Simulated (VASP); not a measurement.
Here is a VASP 6.6.1 calculation.

File POSCAR:

```
CaS                                     
1.0
    0.0000000000      2.8312509493      2.8312509493
    2.8312509493      0.0000000000      2.8312509493
    2.8312509493      2.8312509493      0.0000000000
  Ca              S             
     1     1
Direct
     0.0000000000000000    0.0000000000000000    0.0000000000000000
     0.5000000000000000    0.5000000000000000    0.5000000000000000
```

The input INCAR.step1:

```
ALGO     = Normal         # electronic algorithm
EDIFF    = 1E-5           # SCF threshold, eV
ENCUT    = 520            # plane-wave cutoff, eV
GGA      = PE             # functional
ISIF     = 2              # what is computed and relaxed
ISMEAR   = 0              # smearing method
KPAR     = 4            
LASPH    = True           # aspherical terms in the spheres
LREAL    = False          # projectors in reciprocal space
LWAVE    = True           # write WAVECAR
NELM     = 80             # most SCF steps
PREC     = Accurate       # precision mode
SIGMA    = 0.02           # smearing width, eV
```

File INCAR.step2:

```
ALGO     = Normal         # electronic algorithm
EDIFF    = 1E-7           # SCF threshold, eV
ENCUT    = 520            # plane-wave cutoff, eV
GGA      = PE             # functional
HFSCREEN = 0.2            # screening, 1/A
ISIF     = 2              # what is computed and relaxed
ISMEAR   = 0              # smearing method
ISTART   = 1            
KPAR     = 4            
LASPH    = True           # aspherical terms in the spheres
LCHARG   = True           # write CHGCAR
LHFCALC  = True           # exact exchange
LREAL    = False          # projectors in reciprocal space
LVHAR    = True         
LWAVE    = False          # write WAVECAR
NELM     = 80             # most SCF steps
PREC     = Accurate       # precision mode
PRECFOCK = Fast         
SIGMA    = 0.02           # smearing width, eV
```

The input KPOINTS:

```
k-points
0
Gamma
  6 6 6
```

Potentials or basis: VASP PAW PBE potentials, release 64 (Ca_sv, S).

Run with:

```sh
$ cat potpaw_PBE.64/Ca_sv/POTCAR potpaw_PBE.64/S/POTCAR > POTCAR
$ cp INCAR.step1 INCAR
$ mpirun -np 4 vasp_std > vasp.out
$ cp INCAR.step2 INCAR
$ mpirun -np 4 vasp_std > vasp.out
```

(1) What does it give for the pressure?

(2) Estimate the band gap on the k mesh.

## Answers

(1) 1.4 GPa.

(2) 3.38 eV, indirect (least direct gap 4.30 eV).

Caveat: the PAW data sets were made with another functional, which shifts forces and pressure a little.
